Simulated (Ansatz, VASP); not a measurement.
**InP: VASP beside Ansatz**

File INCAR:

```
SYSTEM = InP
PREC = Accurate ; ENCUT = 600
EDIFF = 1E-7 ; ISMEAR = 0
SIGMA = 0.02 ; LREAL = .False.
LASPH = .True. ; NELM = 100
ALGO = Normal ; ISIF = 3
LWAVE = .False. ; LCHARG = .False.
GGA = PE ; IBRION = 2
NSW = 100 ; EDIFFG = -0.005
```

Contents of KPOINTS:

```
Automatic mesh
0
Gamma
  10 10 10
  0 0 0
```

The input POSCAR:

```
InP
1.0
    0.0000000000      2.9519763900      2.9519763900
    2.9519763900      0.0000000000      2.9519763900
    2.9519763900      2.9519763900      0.0000000000
In P
1 1
Direct
    0.0000000000      0.0000000000      0.0000000000
    0.7500000000      0.7500000000      0.7500000000
```

Input for Ansatz:

```yaml
crystal:
  lattice:
    - [0.0, 2.95197639, 2.95197639]
    - [2.95197639, 0.0, 2.95197639]
    - [2.95197639, 2.95197639, 0.0]
  atoms:
    - { symbol: In, position: [0.0, 0.0, 0.0] }
    - { symbol: P, position: [0.75, 0.75, 0.75] }
basis:
  ecutwfc: 420
kpoints:
  mp_grid: { grid: [10, 10, 10] }
hamiltonian:
  xc: pbe
scf:
  occupations: { method: gaussian, width: 0.02 }
output:
  forces: true
  stress: true
  eigenvalues: true
relax:
  adjacent_minimum: "off"
  f_tol: 0.005
  max_steps: 80
  cell: { stress_tol: 0.05 }
```

The cell is a database's computed one.

Alike in both runs: task relaxation of cell and atoms; functional PBE; k mesh 10 × 10 × 10; occupations gaussian, width 0.02 eV; no spin polarisation.

|  | VASP | Ansatz |
| --- | --- | --- |
| version | VASP 6.6.1 | Ansatz 0.2.0 |
| potentials or method | VASP PAW PBE potentials, release 64 (In_d, P) | scalar-relativistic, plane waves, PAW |
| plane-wave cutoff (eV) | 600 | 420 |
| valence electrons in the cell | 18 | 18 |

VASP gave:

- gap on the k mesh at the Fermi level, each at its own relaxed structure (eV): 0.44
- relaxed volume (Å³/atom): 26.45
- relaxed cell length with the largest relative difference (Å): 4.213
- energy change over the relaxation (meV/atom): -4

Task: Which values does Ansatz return?

Result: gap on the k mesh at the Fermi level, each at its own relaxed structure (eV): 0.44; relaxed volume (Å³/atom): 26.46; relaxed cell length with the largest relative difference (Å): 4.214; energy change over the relaxation (meV/atom): -4.

Caveats: spin-orbit coupling is left out, which moves the levels of the heavy elements. Expect the measured gap to be larger: semilocal functionals such as PBE lack the derivative discontinuity.
